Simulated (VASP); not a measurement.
# HfS2 (P-3m1) in VASP: band structure with LDA

Aim: the band structure of HfS2 with LDA.

Everything below comes from runs of VASP 6.6.1. Logs are shortened: lines on timing, memory, paths and dates and some standing lists are left out, and cuts for length are marked.

**Measured values to compare with.**

From “Stress-Tuned Optical Transitions in Layered 1T-MX2 (M= Hf, Zr, Sn; X= S, Se) Crystals”, 2022, arxiv:2210.12074, for a bulk crystal of HfS2: band gap 1.96 eV (indirect).

The runs below are set against these values where they give the same quantity.

## 1. The crystal as given

The structure is trigonal, space group P-3m1 (No. 164). Conventional cell: a = 3.554 Å, b = 3.554 Å, c = 5.678 Å, α = 90.00°, β = 90.00°, γ = 120.00°. Around Hf (site symmetry -3m) lie 6 S at 2.51 Å. S (site symmetry 3m) has 3 Hf at 2.51 Å as nearest neighbours.

The cell is a database's computed one.

## 2. Band structure, LDA

Input file POSCAR:

```
HfS2                                    
1.0
    3.5536329348      0.0000000000     -0.0000000000
   -1.7768164674      3.0775363962      0.0000000000
    0.0000000000      0.0000000000      5.6782406782
  Hf              S             
     1     2
Direct
     0.0000000000000000    0.0000000000000000    1.0000000000000000
     0.6666666699999979    0.3333333300000021    0.7456304984200377
     0.3333333300000021    0.6666666699999979    0.2543695015799622
```

Input file INCAR.step1:

```
SYSTEM = HfS2
PREC     = Accurate       ! precision mode
ENCUT    = 520            ! plane-wave cutoff, eV
EDIFF    = 1E-7           ! SCF threshold, eV
ISMEAR   = 0              ! smearing method
SIGMA    = 0.02           ! smearing width, eV
LREAL    = .False.        ! projectors in reciprocal space
LASPH    = .True.         ! aspherical terms in the spheres
NELM     = 60             ! most SCF steps
ALGO     = Normal         ! electronic algorithm
ISIF     = 2              ! what is computed and relaxed
LWAVE    = .False.        ! write WAVECAR
LCHARG   = .True.         ! write CHGCAR
LMAXMIX  = 4              ! l up to which the mixer works
```

Input file KPOINTS.step1:

```
regular mesh
0
Gamma
  12 12 6
  0 0 0
```

Input file INCAR.step2:

```
SYSTEM = HfS2
PREC     = Accurate       ! precision mode
ENCUT    = 520            ! plane-wave cutoff, eV
EDIFF    = 1E-7           ! SCF threshold, eV
ISMEAR   = 0              ! smearing method
SIGMA    = 0.05           ! smearing width, eV
LREAL    = .False.        ! projectors in reciprocal space
LASPH    = .True.         ! aspherical terms in the spheres
NELM     = 60             ! most SCF steps
ALGO     = Normal         ! electronic algorithm
ISIF     = 2              ! what is computed and relaxed
LWAVE    = .False.        ! write WAVECAR
LCHARG   = .False.        ! write CHGCAR
LMAXMIX  = 4              ! l up to which the mixer works
ICHARG   = 11             ! starting density
```

Input file KPOINTS.step2:

```
path GMKGALHA,LM,KH
15
line-mode
reciprocal
 0.0000000000  0.0000000000  0.0000000000  G
 0.5000000000  0.0000000000  0.0000000000  M

 0.5000000000  0.0000000000  0.0000000000  M
 0.3333333333  0.3333333333  0.0000000000  K

 0.3333333333  0.3333333333  0.0000000000  K
 0.0000000000  0.0000000000  0.0000000000  G

 0.0000000000  0.0000000000  0.0000000000  G
 0.0000000000  0.0000000000  0.5000000000  A

 0.0000000000  0.0000000000  0.5000000000  A
 0.5000000000  0.0000000000  0.5000000000  L

 0.5000000000  0.0000000000  0.5000000000  L
 0.3333333333  0.3333333333  0.5000000000  H

 0.3333333333  0.3333333333  0.5000000000  H
 0.0000000000  0.0000000000  0.5000000000  A

 0.5000000000  0.0000000000  0.5000000000  L
 0.5000000000  0.0000000000  0.0000000000  M

 0.3333333333  0.3333333333  0.0000000000  K
 0.3333333333  0.3333333333  0.5000000000  H
```

Potentials or basis: VASP PAW LDA potentials, release 64 (Hf_pv, S).

Launch:

```bash
cat potpaw_LDA.64/Hf_pv/POTCAR potpaw_LDA.64/S/POTCAR > POTCAR
cp INCAR.step1 INCAR
cp KPOINTS.step1 KPOINTS
mpirun -np 1 vasp_std > vasp.out
cp INCAR.step2 INCAR
cp KPOINTS.step2 KPOINTS
mpirun -np 1 vasp_std > vasp.out
```

OUTCAR:

```text
SYSTEM = HfS2
   PREC = Accurate
   ENCUT = 520
   EDIFF = 1E-7
   ISMEAR = 0
   LREAL = .False.
   LASPH = .True.
   NELM = 60
   ISIF = 2
   ICHARG = 11

 ion  position               nearest neighbor table
   1  0.000  0.000  0.000-   2 2.51   3 2.51   3 2.51   2 2.51   2 2.51   3 2.51
   2  0.667  0.333  0.746-   1 2.51   1 2.51   1 2.51
   3  0.333  0.667  0.254-   1 2.51   1 2.51   1 2.51

  LATTYP: Found a hexagonal cell.
 ALAT       =     3.5536329348
 C/A-ratio  =     1.5978692179

  Lattice vectors:

 A1 = (   3.5536329348,   0.0000000000,   0.0000000000)
 A2 = (  -1.7768164674,   3.0775363962,   0.0000000000)
 A3 = (   0.0000000000,   0.0000000000,   5.6782406782)

Analysis of symmetry for initial positions (statically):
=====================================================================
 Subroutine PRICEL returns:
 Original cell was already a primitive cell.

 Routine SETGRP: Setting up the symmetry group for a
 hexagonal supercell.

 Subroutine GETGRP returns: Found 12 space group operations
 (whereof 12 operations were pure point group operations)
 out of a pool of 24 trial point group operations.

The static configuration has the point symmetry D_3d.

Analysis of symmetry for dynamics (positions and initial velocities):
=====================================================================
 Subroutine PRICEL returns:
 Original cell was already a primitive cell.

 Routine SETGRP: Setting up the symmetry group for a
 hexagonal supercell.

 Subroutine GETGRP returns: Found 12 space group operations
 (whereof 12 operations were pure point group operations)
 out of a pool of 24 trial point group operations.

The dynamic configuration has the point symmetry D_3d.

 Subroutine INISYM returns: Found 12 space group operations
 (whereof 12 operations are pure point group operations),
 and found     1 'primitive' translations

----------------------------------------------------------------------------------------

                                     Primitive cell

  volume of cell :      62.0997

  direct lattice vectors                    reciprocal lattice vectors
     3.553632935  0.000000000  0.000000000     0.281402165  0.162467616  0.000000000
    -1.776816467  3.077536396  0.000000000     0.000000000  0.324935231  0.000000000
     0.000000000  0.000000000  5.678240678     0.000000000  0.000000000  0.176110887

  length of vectors
     3.553632935  3.553632934  5.678240678     0.324935231  0.324935231  0.176110887

  position of ions in fractional coordinates (direct lattice)
     0.000000000  0.000000000  0.000000000
     0.666666670  0.333333330  0.745630498
     0.333333330  0.666666670  0.254369502

  ion indices of the primitive-cell ions
   primitive index   ion index
                 1           1
                 2           2
                 3           3

----------------------------------------------------------------------------------------

 KPOINTS: path GMKGALHA,LM,KH

Interpolating k-points between supplied coordinates.

 Line segments in fractional coordinates (reciprocal lattice):
    0.000000  0.000000  0.000000  ...  0.500000  0.000000  0.000000
    0.500000  0.000000  0.000000  ...  0.333333  0.333333  0.000000
    0.333333  0.333333  0.000000  ...  0.000000  0.000000  0.000000
    0.000000  0.000000  0.000000  ...  0.000000  0.000000  0.500000
    0.000000  0.000000  0.500000  ...  0.500000  0.000000  0.500000
    0.500000  0.000000  0.500000  ...  0.333333  0.333333  0.500000
    0.333333  0.333333  0.500000  ...  0.000000  0.000000  0.500000
    0.500000  0.000000  0.500000  ...  0.500000  0.000000  0.000000
    0.333333  0.333333  0.000000  ...  0.333333  0.333333  0.500000

 Generated    15 points on each line segment, for a total of    135 k-points:

 Following reciprocal coordinates:
            Coordinates               Weight
  0.000000  0.000000  0.000000      0.007407
  0.035714  0.000000  0.000000      0.007407
  0.071429  0.000000  0.000000      0.007407
  0.107143  0.000000  0.000000      0.007407
  0.142857  0.000000  0.000000      0.007407
  0.178571  0.000000  0.000000      0.007407
[... 16 lines left out ...]
  0.416667  0.166667  0.000000      0.007407
  0.404762  0.190476  0.000000      0.007407
 [... further k-points ...]
   k-points           NKPTS =    135   k-points in BZ     NKDIM =    135   number of bands    NBANDS=     15
   number of dos      NEDOS =    301   number of ions     NIONS =      3
   total plane-waves  NPLWV =  32928
   dimension x,y,z NGX =    28 NGY =   28 NGZ =   42
   dimension x,y,z NGXF=    56 NGYF=   56 NGZF=   84
   ions per type =               1   2
   NGX,Y,Z   is equivalent  to a cutoff of  13.10, 13.10, 12.30 a.u.
   NGXF,Y,Z  is equivalent  to a cutoff of  26.20, 26.20, 24.59 a.u.
 SYSTEM =  HfS2
   PREC   = accura    normal or accurate (medium, high low for compatibility)
   ISTART =      0    job   : 0-new  1-cont  2-samecut
   ICHARG =     11    charge: 1-file 2-atom 10-const
   ISPIN  =      1    spin polarized calculation?
   LNONCOLLINEAR =      F non collinear calculations
   LSORBIT =      F    spin-orbit coupling
   LASPH  =      T    aspherical Exc in radial PAW
   ENCUT  =  520.0 eV  38.22 Ry    6.18 a.u.   6.61  6.61 10.56*2*pi/ulx,y,z
   NELM   =     60;   NELMIN=  2; NELMDL=  0     # of ELM steps
   EDIFF  = 0.1E-06   stopping-criterion for ELM
   LREAL  =      F    real-space projection
[... 7 lines left out ...]
   TEBEG  =    0.0;   TEEND  =   0.0 temperature during run
   PSTRESS=    0.0 pullay stress
   NELECT =      22.0000    total number of electrons
   NUPDOWN=      -1.0000    fix difference up-down
   EMIN   =  10.00;   EMAX   =-10.00  energy-range for DOS
   EFERMI =   0.00;   METHOD = LEGACY
   ISMEAR =     0;   SIGMA  =   0.05  broadening in eV -4-tet -1-fermi 0-gaus
   EFERMI_NEDOS =   21; number of points for ismear=-14 and -15
   IALGO  =     38    algorithm
   IMIX   =      4    mixing-type and parameters
     AMIX     =   0.40;   BMIX     =  1.00
     AMIX_MAG =   1.60;   BMIX_MAG =  1.00
  volume/ion in A,a.u.               =      20.70       139.69
  Fermi-wavevector in a.u.,A,eV,Ry     =   1.158384  2.189028 18.257024  1.341853
  Thomas-Fermi vector in A             =   2.294987
   LORBIT       =      0    0 simple, 1 ext, 2 COOP (PROOUT), +10 PAW based schemes
   GGA     = CA    functional components
   LHFCALC =     F    Hartree Fock is set to
   AEXX    =    0.0000 exact exchange contribution
   IVDW    =     0    specifies the selected vdW correction
   LEPSILON=     F    determine dielectric tensor
   LRPA    =     F    only Hartree local field effects (RPA)
 non-spin polarized calculation
 Gauss-broadening in eV      SIGMA  =   0.05
  energy-cutoff  :      520.00
  volume of cell :       62.10
 maximum number of plane-waves:      1713
 NGX is ok and might be reduce to    28

 number of electron      22.0000003 magnetization

 Free energy of the ion-electron system (eV)
  ---------------------------------------------------
  ext. energy  EPLUGINS =         0.00000000
  ---------------------------------------------------
  free energy    TOTEN  =       -24.19361981 eV

  energy without entropy =      -24.19361981  energy(sigma->0) =      -24.19361981

 E-fermi :   4.3871     XC(G=0): -10.3730

 val. band max:        4.0590874756   @ k =   0.0238   0.0238   0.0000
 cond. band min:       4.6639908427   @ k =   0.5000   0.0000   0.5000
 fundamental gap:      0.6049033671
 Fermi energy:         4.3871112740

 k-point     1 :       0.0000    0.0000    0.0000
  band No.  band energies     occupation
      1     -26.5746      2.00000
      2     -26.4454      2.00000
      3     -26.4454      2.00000
      4      -9.4895      2.00000
      5      -7.4793      2.00000
      6      -1.3592      2.00000
      7       1.0149      2.00000
      8       1.0149      2.00000
      9       3.8968      2.00000
     10       3.8968      2.00000
     11       4.0579      2.00000
     12       5.7529      0.00000
     13       5.7530      0.00000
     14       6.2861      0.00000
     15       9.2356      0.00000

 k-point     2 :       0.0357    0.0000    0.0000
  band No.  band energies     occupation
      1     -26.5739      2.00000
      2     -26.4487      2.00000
      3     -26.4461      2.00000
      4      -9.4727      2.00000
      5      -7.4826      2.00000
      6      -1.3384      2.00000
      7       0.9941      2.00000
      8       1.0240      2.00000
      9       3.7702      2.00000
     10       3.8450      2.00000
     11       4.0590      2.00000
     12       5.7740      0.00000
     13       5.8113      0.00000
     14       6.3075      0.00000
     15       9.0848      0.00000

 k-point     3 :       0.0714    0.0000    0.0000
  band No.  band energies     occupation
      1     -26.5720      2.00000
      2     -26.4584      2.00000
      3     -26.4483      2.00000
      4      -9.4225      2.00000
      5      -7.4924      2.00000
      6      -1.2762      2.00000
      7       0.9363      2.00000
      8       1.0505      2.00000
      9       3.4409      2.00000
     10       3.7089      2.00000
     11       4.0542      2.00000
     12       5.7899      0.00000
     13       5.9658      0.00000
     14       6.3826      0.00000
     15       8.9287      0.00000
[... 343 lines left out ...]
 k-point    23 :       0.4167    0.1667    0.0000
  band No.  band energies     occupation
      1     -26.6781      2.00000
      2     -26.5438      2.00000
      3     -26.5198      2.00000
      4      -7.8716      2.00000
      5      -7.5968      2.00000
      6      -0.9835      2.00000
      7       0.3767      2.00000
      8       1.1842      2.00000
      9       1.3901      2.00000
     10       1.4702      2.00000
     11       2.1017      2.00000
     12       5.9098      0.00000
     13       7.7142      0.00000
     14       7.7721      0.00000
     15       9.6650      0.00000

 k-point    24 :       0.4048    0.1905    0.0000
  band No.  band energies     occupation
      1     -26.6717      2.00000
      2     -26.5547      2.00000
      3     -26.5191      2.00000
      4      -7.8363      2.00000
      5      -7.6062      2.00000
      6      -0.8981      2.00000
      7       0.3011      2.00000
      8       1.0018      2.00000
      9       1.3891      2.00000
     10       1.4839      2.00000
     11       2.1576      2.00000
     12       6.0702      0.00000
     13       7.6356      0.00000
     14       7.7436      0.00000
     15       9.5819      0.00000

 [... further k-points ...]
[... 5 lines left out ...]
  --------------------------------------------------------------------------------------
  -------------------------------------------------------------------------------------
  Total        2.2995980      2.2995980      0.5867281      0.0000000      0.0000000      0.0000000
  in kB       59.3298085     59.3298084     15.1376300      0.0000000      0.0000000      0.0000000
  external PRESSURE =      44.5990823 kB  Pullay stress =       0.0000000 kB

 VOLUME and BASIS-vectors are now :
 -----------------------------------------------------------------------------
  energy-cutoff  :      520.00
  volume of cell :       62.10
      direct lattice vectors                 reciprocal lattice vectors
     3.553632935  0.000000000  0.000000000     0.281402165  0.162467616  0.000000000
    -1.776816467  3.077536396  0.000000000     0.000000000  0.324935231  0.000000000
     0.000000000  0.000000000  5.678240678     0.000000000  0.000000000  0.176110887

 POSITION                                       TOTAL-FORCE (eV/Angst)
 -----------------------------------------------------------------------------------
      0.00000      0.00000      0.00000         0.000000      0.000000      0.000000
      1.77682      1.02585      4.23387         0.000000     -0.000000      0.224538
     -0.00000      2.05169      1.44437        -0.000000      0.000000     -0.224538
 -----------------------------------------------------------------------------------
    total drift:                                0.000000     -0.000000     -0.000000

  FREE ENERGIE OF THE ION-ELECTRON SYSTEM (eV)
  ---------------------------------------------------
  free  energy   TOTEN  =       -24.1936198088 eV

  energy  without entropy=      -24.1936198088  energy(sigma->0) =      -24.19361981
```

Wall time 58 s (1 thread of Intel Xeon 6975P-C (Granite Rapids), shared host); peak memory 0.24 GiB.

What came out:

```
Band gap on the k mesh  : 0.61 eV, indirect (least direct gap 1.57 eV)
Band gap along the path : 0.60 eV, indirect (least direct gap 1.57 eV)
```

Levels at the corners of the path, in eV from the valence-band top:
```tsv
point	band 7	band 8	band 9	band 10	band 11	band 12	band 13	band 14	band 15
Γ	-3.04	-3.04	-0.16	-0.16	0.00	1.69	1.69	2.23	5.18
M	-3.10	-2.96	-2.73	-2.40	-1.54	0.81	3.96	4.07	6.03
M	-3.10	-2.96	-2.73	-2.40	-1.54	0.81	3.96	4.07	6.03
K	-3.97	-3.97	-2.50	-2.50	-1.81	2.35	3.56	3.56	5.55
K	-3.97	-3.97	-2.50	-2.50	-1.81	2.35	3.56	3.56	5.55
Γ	-3.04	-3.04	-0.16	-0.16	0.00	1.69	1.69	2.23	5.18
Γ	-3.04	-3.04	-0.16	-0.16	0.00	1.69	1.69	2.23	5.18
A	-2.98	-2.98	-2.37	-0.37	-0.37	1.63	1.63	2.63	5.83
A	-2.98	-2.98	-2.37	-0.37	-0.37	1.63	1.63	2.63	5.85
L	-3.98	-2.97	-2.73	-1.14	-0.97	0.60	3.94	4.12	5.27
L	-3.98	-2.97	-2.73	-1.14	-0.97	0.60	3.94	4.12	5.27
H	-4.17	-4.00	-2.64	-2.07	-2.07	2.59	3.02	3.02	6.35
H	-4.17	-4.00	-2.64	-2.07	-2.07	2.59	3.02	3.02	6.35
A	-2.98	-2.98	-2.37	-0.37	-0.37	1.63	1.63	2.63	5.82
L	-3.98	-2.97	-2.73	-1.14	-0.97	0.60	3.94	4.12	5.27
M	-3.10	-2.96	-2.73	-2.40	-1.54	0.81	3.96	4.07	6.03
K	-3.97	-3.97	-2.50	-2.50	-1.81	2.35	3.56	3.56	5.55
H	-4.17	-4.00	-2.64	-2.07	-2.07	2.59	3.02	3.02	6.35
```

Caveat: the log is that of the step along the path at fixed density, whose energy, stress, charges and moments have no meaning; spin-orbit coupling is left out, which moves the levels of the heavy elements.

## 3. Against experiment

Step 2. Against the measured gap of HfS2, 1.96 eV (indirect; quoted in “Stress-Tuned Optical Transitions in Layered 1T-MX2 (M= Hf, Zr, Sn; X= S, Se) Crystals”, 2022, arxiv:2210.12074), the calculated 0.60 eV is off by -1.36 eV. So large a miss can be the level of theory's own, or it may mean another phase, state or a wrong row. Spin-orbit coupling on Hf is left out. The value is that of LDA, without temperature or zero-point motion. Semilocal functionals fall short of measured gaps as a rule. The cell is a database's relaxed one, not the measured one, which moves gaps too.
